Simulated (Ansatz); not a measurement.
# TiAl: a line through an energy map

Aim: follow the energy of TiAl (P-6m2, No. 187; 2 atoms in the cell) along one coordinate, amplitude of mode 5 (184 cm⁻¹), with the other held at amplitude of mode 4 (184 cm⁻¹) = −0.24 Å.

Method: DFT LDA, scalar-relativistic, plane waves, PAW, in Ansatz 0.2.0.

## Step 1: Starting point

It takes space group P-6m2 (No. 187, hexagonal). The conventional cell has a = 2.812 Å, b = 2.812 Å, c = 4.591 Å, α = 90.00°, β = 90.00°, γ = 120.00°. Ti (site symmetry -6m2) has 6 Al at 2.81 Å and 6 Ti at 2.81 Å as nearest neighbours. Al (site symmetry -6m2) is surrounded by 6 Ti at 2.81 Å and 6 Al at 2.81 Å.

As a file:

```
CELL_PARAMETERS angstrom
2.81191 0.00000 0.00000
-1.40595 2.43519 0.00000
0.00000 0.00000 4.59089
ATOMIC_POSITIONS crystal
Ti 0.00000 0.00000 0.00000
Al 0.33333 0.66667 0.50000
```

It goes back to an entry of the Materials Project, which need not be the stable form.

It is the result of an earlier relaxation at this level (volume 15.72 Å³/atom; gap on the mesh: none (metal)).

## Step 2: Plan of the line

The energy is mapped over two normal modes frozen in (zone-centre modes of the cell shown).

The axes are (1) amplitude of mode 4 (184 cm⁻¹), largest displacement: 7 values from −0.24 Å; (2) amplitude of mode 5 (184 cm⁻¹), largest displacement: 7 values from −0.24 Å.

Nothing else is relaxed (the cell and all other modes fixed). Energies count from the relaxed high-symmetry cell. Points are written as (first, second).

The modes come from a phonon run on the reference cell, made beforehand.

The patterns, per unit of each coordinate (Å):

| atom | x1 | y1 | z1 | x2 | y2 | z2 |
| --- | --- | --- | --- | --- | --- | --- |
| Ti1 | -0.564 | 0.000 | 0.000 | 0.000 | -0.564 | 0.000 |
| Al2 | 1.000 | 0.000 | 0.000 | 0.000 | 1.000 | 0.000 |

## Step 3: The run at (−0.24 Å, −0.24 Å)

input.yaml reads:

```yaml
crystal:
  lattice:
    - [2.8119099887, 0.0, 0.0]
    - [-1.4059549943, 2.4351854834, 0.0]
    - [0.0, 0.0, 4.5908878731]
  atoms:
    - { symbol: Ti, position: [0.0758871898, 0.0555532786, 0.0] }
    - { symbol: Al, position: [0.1987045344, 0.5681115457, 0.5] }
basis:
  ecutwfc: 520.0
kpoints:
  mp_grid: { grid: [18, 18, 10] }
hamiltonian:
  xc: lda
scf:
  occupations: { method: gaussian, width: 0.15 }
output:
  forces: true
  stress: true
  eigenvalues: true
```

Run with:

```console
$ ansatz run input.yaml --threads 1 --pin off --max-ram 2048MiB --backend cpu --events-out ev --progress --plain --runs-dir out
```

Standard output (excerpt; [...] marks lines left out):

```text
Warning: RAYON_NUM_THREADS=1 ignored (pool sized by the plan → 1); use --threads N
[...]
Pseudopotentials: kind: paw
Pseudopotential: Ti, paw, valence charge 12, recommended cutoff 420 eV (normal), Ti.paw.azcp
Pseudopotential: Al, paw, valence charge 3, recommended cutoff 420 eV (normal), Al.paw.azcp
Functional definition: SPW92
[...]
Crystal: 2 atoms, lattice volume = 31.436 Å³
Basis set: ecut = 520 eV, 833 PW (Γ)
Bands: 12, of which v1, the nominal top of the filled ones, is band 8 counted from 1 (7 counted from 0)
Symmetry: 2 space group operations
Space group: Pm (ITA 6), of the structure as read, at distance tolerance 3.2e-5 Å
k-points: 984 of 3240 (time reversal used)
[...]
SCF iter   1: F=—  HF=-2963.521070 eV  |F-HF|=—  |Δ(HF+E_count)|=         —  Δρ=9.49e-3  dr2=4.02e-2  ethr=1.77e-3  ⟨swp⟩=5.0  Hψ=59742  notcnv=0
[...]
SCF iter   6: F=-2963.513229 eV  HF=-2963.513229 eV  |F-HF|=3.91e-9  |Δ(HF+E_count)|=   9.25e-8  Δρ=7.81e-6  dr2=1.44e-8  ethr=6.67e-10  ⟨swp⟩=5.3  Hψ=50564  notcnv=0
[...]
SCF converged after 6 iterations
Free energy (F): -2963.513229 eV
[...]
E sigma→0 (E₀):  -2963.500928 eV
Entropy (-TS):   -0.024601 eV (-12.301 meV/atom)
Fermi energy:    10.952994 eV
[...]
--- Forces (eV/Å), atoms counted from 1 ---
  atom   1  Ti    -0.02360230    -0.68300198     0.00000000
  atom   2  Al     0.02360855     0.68302406     0.00000000
[...]
--- Stress (GPa, compression-positive) ---
       -5.091022      -6.537679       0.000000
       -6.537679       4.952580       0.000000
        0.000000       0.000000       5.191989
  P = ⅓ Tr σ = 1.6845 GPa (16.845 kbar)
--- Band table (eV; the first three rows and the last of 984) ---
  k-point 0: bands = ["-44.8108", "-21.4687", "-20.9826", "-20.9520", "1.7819", "8.6241", "9.1718", "12.2559", "12.3217", "13.7766", "13.9630", "15.0267"]
[...]
```

Wall time 19 s (1 thread of Intel Xeon 6975P-C (Granite Rapids), shared host); peak memory 0.91 GiB.

On the map this point reads 191 meV.

## Step 4: The run at (−0.24 Å, −0.16 Å)

Edit input.yaml of step 3 so:

```diff
@@ -6,4 +6,4 @@
   atoms:
-    - { symbol: Ti, position: [0.0758871898, 0.0555532786, 0.0] }
-    - { symbol: Al, position: [0.1987045344, 0.5681115457, 0.5] }
+    - { symbol: Ti, position: [0.0666283101, 0.0370355191, 0.0] }
+    - { symbol: Al, position: [0.2151303879, 0.6009632527, 0.5] }
 basis:
```

Run with:

```console
$ ansatz run input.yaml --threads 1 --pin off --max-ram 2048MiB --backend cpu --events-out ev --progress --plain --runs-dir out
```

Standard output (excerpt; [...] marks lines left out):

```text
Warning: RAYON_NUM_THREADS=1 ignored (pool sized by the plan → 1); use --threads N
[...]
[... 4 set-up lines as earlier in the session ...]
[...]
Crystal: 2 atoms, lattice volume = 31.436 Å³
Basis set: ecut = 520 eV, 833 PW (Γ)
Bands: 12, of which v1, the nominal top of the filled ones, is band 8 counted from 1 (7 counted from 0)
[... 2 set-up lines as earlier in the session ...]
k-points: 984 of 3240 (time reversal used)
[...]
SCF iter   1: F=—  HF=-2963.581093 eV  |F-HF|=—  |Δ(HF+E_count)|=         —  Δρ=9.17e-3  dr2=3.61e-2  ethr=1.77e-3  ⟨swp⟩=5.0  Hψ=59701  notcnv=0
[...]
SCF iter   6: F=-2963.573956 eV  HF=-2963.573956 eV  |F-HF|=1.94e-9  |Δ(HF+E_count)|=   5.56e-8  Δρ=6.88e-6  dr2=1.02e-8  ethr=6.67e-10  ⟨swp⟩=5.3  Hψ=49895  notcnv=0
[...]
SCF converged after 6 iterations
Free energy (F): -2963.573956 eV
[...]
E sigma→0 (E₀):  -2963.561354 eV
Entropy (-TS):   -0.025205 eV (-12.603 meV/atom)
Fermi energy:    10.955490 eV
[...]
--- Forces (eV/Å), atoms counted from 1 ---
  atom   1  Ti    -0.26479401    -0.29054076     0.00000000
  atom   2  Al     0.26480713     0.29055388     0.00000000
[...]
--- Stress (GPa, compression-positive) ---
       -3.954202      -6.395512       0.000000
       -6.395512       4.062377       0.000000
        0.000000       0.000000       3.420667
  P = ⅓ Tr σ = 1.1763 GPa (11.763 kbar)
--- Band table (eV; the first three rows and the last of 984) ---
  k-point 0: bands = ["-44.8188", "-21.4747", "-20.9876", "-20.9603", "1.7828", "8.6188", "9.1682", "12.2542", "12.3144", "13.7780", "13.9579", "15.0557"]
[...]
```

It took 19 s on 1 thread of Intel Xeon 6975P-C (Granite Rapids), shared host; peak memory 0.91 GiB.

That is 130 meV from the zero.

## Step 5: Point (−0.24 Å, −0.08 Å)

Edit input.yaml of step 4 so:

```diff
@@ -6,4 +6,4 @@
   atoms:
-    - { symbol: Ti, position: [0.0666283101, 0.0370355191, 0.0] }
-    - { symbol: Al, position: [0.2151303879, 0.6009632527, 0.5] }
+    - { symbol: Ti, position: [0.0573694303, 0.0185177595, 0.0] }
+    - { symbol: Al, position: [0.2315562414, 0.6338149597, 0.5] }
 basis:
```

Run with:

```console
$ ansatz run input.yaml --threads 1 --pin off --max-ram 2048MiB --backend cpu --events-out ev --progress --plain --runs-dir out
```

Standard output (excerpt; [...] marks lines left out):

```text
[...]
SCF converged after 6 iterations
Free energy (F): -2963.587423 eV
[...]
E sigma→0 (E₀):  -2963.574573 eV
Entropy (-TS):   -0.025698 eV (-12.849 meV/atom)
Fermi energy:    10.956671 eV
[...]
--- Forces (eV/Å), atoms counted from 1 ---
  atom   1  Ti    -0.50158643     0.06619141     0.00000000
  atom   2  Al     0.50160785    -0.06619142     0.00000000
[...]
--- Stress (GPa, compression-positive) ---
       -2.557620      -6.157641       0.000000
       -6.157641       2.582145       0.000000
        0.000000       0.000000       3.114717
  P = ⅓ Tr σ = 1.0464 GPa (10.464 kbar)
--- Band table (eV; the first three rows and the last of 984) ---
  k-point 0: bands = ["-44.8210", "-21.4757", "-20.9883", "-20.9640", "1.7837", "8.6172", "9.1666", "12.2572", "12.3087", "13.7914", "13.9509", "15.0597"]
[...]
```

Wall time 19 s (1 thread of Intel Xeon 6975P-C (Granite Rapids), shared host); peak memory 0.91 GiB.

On the map this point reads 117 meV.

## Step 6: The run at (−0.24 Å, 0.00 Å)

Edit input.yaml of step 5 so:

```diff
@@ -6,4 +6,4 @@
   atoms:
-    - { symbol: Ti, position: [0.0573694303, 0.0185177595, 0.0] }
-    - { symbol: Al, position: [0.2315562414, 0.6338149597, 0.5] }
+    - { symbol: Ti, position: [0.0481105505, 0.0, 0.0] }
+    - { symbol: Al, position: [0.2479820949, 0.6666666667, 0.5] }
 basis:
```

Run with:

```console
$ ansatz run input.yaml --threads 1 --pin off --max-ram 2048MiB --backend cpu --events-out ev --progress --plain --runs-dir out
```

Standard output (excerpt; [...] marks lines left out):

```text
[...]
SCF converged after 6 iterations
Free energy (F): -2963.560311 eV
[...]
E sigma→0 (E₀):  -2963.547306 eV
Entropy (-TS):   -0.026009 eV (-13.004 meV/atom)
Fermi energy:    10.956199 eV
[...]
--- Forces (eV/Å), atoms counted from 1 ---
  atom   1  Ti    -0.72871676     0.35339071     0.00000000
  atom   2  Al     0.72874391    -0.35340124     0.00000000
[...]
--- Stress (GPa, compression-positive) ---
       -0.928823      -5.797356       0.000000
       -5.797356       0.645266       0.000000
        0.000000       0.000000       4.039030
  P = ⅓ Tr σ = 1.2518 GPa (12.518 kbar)
--- Band table (eV; the first three rows and the last of 984) ---
  k-point 0: bands = ["-44.8182", "-21.4728", "-20.9860", "-20.9632", "1.7844", "8.6188", "9.1672", "12.2639", "12.3045", "13.8104", "13.9441", "15.0429"]
[...]
```

Run time: 19 s. Hardware: 1 thread of Intel Xeon 6975P-C (Granite Rapids), shared host; peak memory 0.91 GiB.

Energy on the map's scale: 144 meV.

## Step 7: The run at (−0.24 Å, 0.08 Å)

Edit input.yaml of step 6 so:

```diff
@@ -6,4 +6,4 @@
   atoms:
-    - { symbol: Ti, position: [0.0481105505, 0.0, 0.0] }
-    - { symbol: Al, position: [0.2479820949, 0.6666666667, 0.5] }
+    - { symbol: Ti, position: [0.0388516708, -0.0185177595, 0.0] }
+    - { symbol: Al, position: [0.2644079484, 0.6995183737, 0.5] }
 basis:
```

Run with:

```console
$ ansatz run input.yaml --threads 1 --pin off --max-ram 2048MiB --backend cpu --events-out ev --progress --plain --runs-dir out
```

Standard output (excerpt; [...] marks lines left out):

```text
Warning: RAYON_NUM_THREADS=1 ignored (pool sized by the plan → 1); use --threads N
[...]
[... 4 set-up lines as earlier in the session ...]
[...]
Crystal: 2 atoms, lattice volume = 31.436 Å³
Basis set: ecut = 520 eV, 833 PW (Γ)
Bands: 12, of which v1, the nominal top of the filled ones, is band 8 counted from 1 (7 counted from 0)
[... 2 set-up lines as earlier in the session ...]
k-points: 984 of 3240 (time reversal used)
[...]
SCF iter   1: F=—  HF=-2963.509106 eV  |F-HF|=—  |Δ(HF+E_count)|=         —  Δρ=8.67e-3  dr2=3.09e-2  ethr=1.77e-3  ⟨swp⟩=5.0  Hψ=59797  notcnv=0
[...]
SCF iter   6: F=-2963.502889 eV  HF=-2963.502889 eV  |F-HF|=2.56e-9  |Δ(HF+E_count)|=   2.24e-8  Δρ=6.35e-6  dr2=8.79e-9  ethr=6.67e-10  ⟨swp⟩=5.2  Hψ=49084  notcnv=0
[...]
SCF converged after 6 iterations
Free energy (F): -2963.502889 eV
[...]
E sigma→0 (E₀):  -2963.489855 eV
Entropy (-TS):   -0.026068 eV (-13.034 meV/atom)
Fermi energy:    10.954470 eV
[...]
--- Forces (eV/Å), atoms counted from 1 ---
  atom   1  Ti    -0.94031827     0.54787692     0.00000000
  atom   2  Al     0.94034835    -0.54789357     0.00000000
[...]
--- Stress (GPa, compression-positive) ---
        0.876953      -5.289584       0.000000
       -5.289584      -1.589847       0.000000
        0.000000       0.000000       5.844366
  P = ⅓ Tr σ = 1.7105 GPa (17.105 kbar)
--- Band table (eV; the first three rows and the last of 984) ---
  k-point 0: bands = ["-44.8115", "-21.4669", "-20.9814", "-20.9581", "1.7847", "8.6230", "9.1698", "12.2723", "12.3031", "13.8268", "13.9411", "15.0118"]
[...]
```

It took 19 s on 1 thread of Intel Xeon 6975P-C (Granite Rapids), shared host; peak memory 0.9 GiB.

That is 201 meV from the zero.

## Step 8: The run at (−0.24 Å, 0.16 Å)

Edit input.yaml of step 7 so:

```diff
@@ -6,4 +6,4 @@
   atoms:
-    - { symbol: Ti, position: [0.0388516708, -0.0185177595, 0.0] }
-    - { symbol: Al, position: [0.2644079484, 0.6995183737, 0.5] }
+    - { symbol: Ti, position: [0.029592791, -0.0370355191, 0.0] }
+    - { symbol: Al, position: [0.2808338019, 0.7323700807, 0.5] }
 basis:
```

Run with:

```console
$ ansatz run input.yaml --threads 1 --pin off --max-ram 2048MiB --backend cpu --events-out ev --progress --plain --runs-dir out
```

Standard output (excerpt; [...] marks lines left out):

```text
Warning: RAYON_NUM_THREADS=1 ignored (pool sized by the plan → 1); use --threads N
[...]
[... 4 set-up lines as earlier in the session ...]
[...]
Crystal: 2 atoms, lattice volume = 31.436 Å³
Basis set: ecut = 520 eV, 833 PW (Γ)
Bands: 12, of which v1, the nominal top of the filled ones, is band 8 counted from 1 (7 counted from 0)
[... 2 set-up lines as earlier in the session ...]
k-points: 984 of 3240 (time reversal used)
[...]
SCF iter   1: F=—  HF=-2963.434090 eV  |F-HF|=—  |Δ(HF+E_count)|=         —  Δρ=8.79e-3  dr2=3.26e-2  ethr=1.77e-3  ⟨swp⟩=5.0  Hψ=59834  notcnv=0
[...]
SCF iter   6: F=-2963.427587 eV  HF=-2963.427587 eV  |F-HF|=3.40e-9  |Δ(HF+E_count)|=   3.18e-8  Δρ=6.71e-6  dr2=1.05e-8  ethr=6.67e-10  ⟨swp⟩=5.2  Hψ=49928  notcnv=0
[...]
SCF converged after 6 iterations
Free energy (F): -2963.427587 eV
[...]
E sigma→0 (E₀):  -2963.414678 eV
Entropy (-TS):   -0.025818 eV (-12.909 meV/atom)
Fermi energy:    10.952444 eV
[...]
--- Forces (eV/Å), atoms counted from 1 ---
  atom   1  Ti    -1.12994329     0.63837905     0.00000000
  atom   2  Al     1.12997277    -0.63839756     0.00000000
[...]
--- Stress (GPa, compression-positive) ---
        2.759141      -4.621709       0.000000
       -4.621709      -3.932376       0.000000
        0.000000       0.000000       8.123165
  P = ⅓ Tr σ = 2.3166 GPa (23.166 kbar)
--- Band table (eV; the first three rows and the last of 984) ---
  k-point 0: bands = ["-44.8020", "-21.4592", "-20.9751", "-20.9495", "1.7843", "8.6292", "9.1741", "12.2784", "12.3077", "13.8345", "13.9445", "14.9737"]
[...]
```

Wall time 19 s (1 thread of Intel Xeon 6975P-C (Granite Rapids), shared host); peak memory 0.92 GiB.

On the map this point reads 276 meV.

## Step 9: Grid point (−0.24 Å, 0.24 Å)

Edit input.yaml of step 8 so:

```diff
@@ -6,4 +6,4 @@
   atoms:
-    - { symbol: Ti, position: [0.029592791, -0.0370355191, 0.0] }
-    - { symbol: Al, position: [0.2808338019, 0.7323700807, 0.5] }
+    - { symbol: Ti, position: [0.0203339112, -0.0555532786, 0.0] }
+    - { symbol: Al, position: [0.2972596554, 0.7652217877, 0.5] }
 basis:
```

Run with:

```console
$ ansatz run input.yaml --threads 1 --pin off --max-ram 2048MiB --backend cpu --events-out ev --progress --plain --runs-dir out
```

Standard output (excerpt; [...] marks lines left out):

```text
[...]
SCF converged after 6 iterations
Free energy (F): -2963.347499 eV
[...]
E sigma→0 (E₀):  -2963.334903 eV
Entropy (-TS):   -0.025192 eV (-12.596 meV/atom)
Fermi energy:    10.950896 eV
[...]
--- Forces (eV/Å), atoms counted from 1 ---
  atom   1  Ti    -1.29087218     0.62542453     0.00000000
  atom   2  Al     1.29089876    -0.62544208     0.00000000
[...]
--- Stress (GPa, compression-positive) ---
        4.563696      -3.797207       0.000000
       -3.797207      -6.157215       0.000000
        0.000000       0.000000      10.472907
  P = ⅓ Tr σ = 2.9598 GPa (29.598 kbar)
--- Band table (eV; the first three rows and the last of 984) ---
  k-point 0: bands = ["-44.7908", "-21.4506", "-20.9675", "-20.9386", "1.7831", "8.6365", "9.1795", "12.2802", "12.3190", "13.8339", "13.9522", "14.9356"]
[...]
```

Run time: 19 s. Hardware: 1 thread of Intel Xeon 6975P-C (Granite Rapids), shared host; peak memory 0.91 GiB.

On the map this point reads 356 meV.

## Step 10: Variant: dr2_threshold 1.0e-05

Edit input.yaml of step 9 so:

```diff
@@ -16,5 +16,6 @@
   occupations: { method: gaussian, width: 0.15 }
+  convergence: { dr2_threshold: 1.0e-05 }
 output:
   forces: true
+  eigenvalues: true
   stress: true
-  eigenvalues: true
```

Run with:

```console
$ ansatz run input.yaml --threads 1 --pin off --max-ram 2048MiB --backend cpu --events-out ev --progress --plain --runs-dir out
```

Standard output (excerpt; [...] marks lines left out):

```text
Warning: scf.convergence.dr2_threshold = 1e-5 eV is looser than this run's default, which is 1e-7 eV or tighter. The error in the forces grows as the threshold's square root, so leave the key out unless less accurate forces are enough
Warning: output.stress: scf.convergence.dr2_threshold = 1e-5 eV is looser than the 2e-10 eV advised for a printed stress (1e-10 eV for each atom of the cell: 2). What an SCF threshold leaves in a stress goes as its square root, and in the free energy as the threshold itself, and one [...]
Warning: RAYON_NUM_THREADS=1 ignored (pool sized by the plan → 1); use --threads N
[...]
[... 4 set-up lines as earlier in the session ...]
[...]
Crystal: 2 atoms, lattice volume = 31.436 Å³
Basis set: ecut = 520 eV, 833 PW (Γ)
Bands: 12, of which v1, the nominal top of the filled ones, is band 8 counted from 1 (7 counted from 0)
[... 2 set-up lines as earlier in the session ...]
k-points: 984 of 3240 (time reversal used)
[...]
SCF iter   1: F=—  HF=-2963.354488 eV  |F-HF|=—  |Δ(HF+E_count)|=         —  Δρ=9.01e-3  dr2=3.54e-2  ethr=1.77e-3  ⟨swp⟩=5.0  Hψ=59829  notcnv=0
[...]
SCF iter   6: F=-2963.347499 eV  HF=-2963.347499 eV  |F-HF|=4.20e-9  |Δ(HF+E_count)|=   4.71e-8  Δρ=7.07e-6  dr2=1.24e-8  ethr=5.01e-9  ⟨swp⟩=2.4  Hψ=35981  notcnv=0
the search or the solves at the SCF's close seem to have found levels that the self-consistency loop had missed (the run counts 1). By its estimate they hold under 1e-12 electrons; where the run keeps them, the occupations were computed again with them
[...]
SCF converged after 6 iterations
Free energy (F): -2963.347499 eV
[...]
E sigma→0 (E₀):  -2963.334903 eV
Entropy (-TS):   -0.025192 eV (-12.596 meV/atom)
Fermi energy:    10.950896 eV
[...]
--- Forces (eV/Å), atoms counted from 1 ---
  atom   1  Ti    -1.29086937     0.62542238     0.00000000
  atom   2  Al     1.29089910    -0.62544216     0.00000000
[...]
--- Stress (GPa, compression-positive) ---
        4.563699      -3.797204       0.000000
       -3.797204      -6.157217       0.000000
        0.000000       0.000000      10.472860
  P = ⅓ Tr σ = 2.9598 GPa (29.598 kbar)
--- Band table (eV; the first three rows and the last of 984) ---
  k-point 0: bands = ["-44.7908", "-21.4506", "-20.9675", "-20.9386", "1.7831", "8.6365", "9.1795", "12.2802", "12.3190", "13.8339", "13.9522", "14.9356"]
[...]
```

Run time: 24 s. Hardware: 1 thread of Intel Xeon 6975P-C (Granite Rapids), shared host; peak memory 0.92 GiB.

| run | ending | energy change | pressure (GPa) | gap (eV) | force (eV/Å) | cycles | time |
| --- | --- | --- | --- | --- | --- | --- | --- |
| step 9 | converged | 0 | 3.0 | 0.00 | 1.43 | 6 | 19 s |
| variant | converged | 0.0 meV/atom | 3.0 | 0.00 | 1.43 | 6 | 24 s |

Energy and cycle count are those of the reference, so the change (convergence setting) left the result and the number of cycles as they were.

## Step 11: What came out

```
amplitude of mode 5 (184 cm⁻¹), largest displacement (Å)  step  energy (meV)  slope (meV per Å)  pressure (GPa)  largest force on an atom (eV/Å)
                                                   −0.24     3           191              −1068            1.69                             0.68
                                                   −0.16     4           130               −454            1.18                             0.39
                                                   −0.08     5           117                104            1.05                             0.51
                                                    0.00     6           144                553            1.25                             0.81
                                                    0.08     7           201                857            1.71                             1.09
                                                    0.16     8           276                998            2.32                             1.30
                                                    0.24     9           356                978            2.96                             1.43
```

Energies count from the relaxed high-symmetry cell. Slopes come from the forces (and the stress, where the cell changes), not from differences of energies.

| run | outcome |
| --- | --- |
| step 10, run with dr2_threshold 1.0e-05 (against step 9) | 0.0 meV/atom |

In words: The lowest point of the line is at −0.08 Å, 117 meV from the zero. A fit to energies and slopes at the lowest point and its two neighbours puts the minimum at −0.096 Å, with a curvature of about 6700 meV per Å². The highest point computed, at 0.24 Å, lies 240 meV above the lowest. This is one cut through a surface in two coordinates; the map's lowest point lies off it.
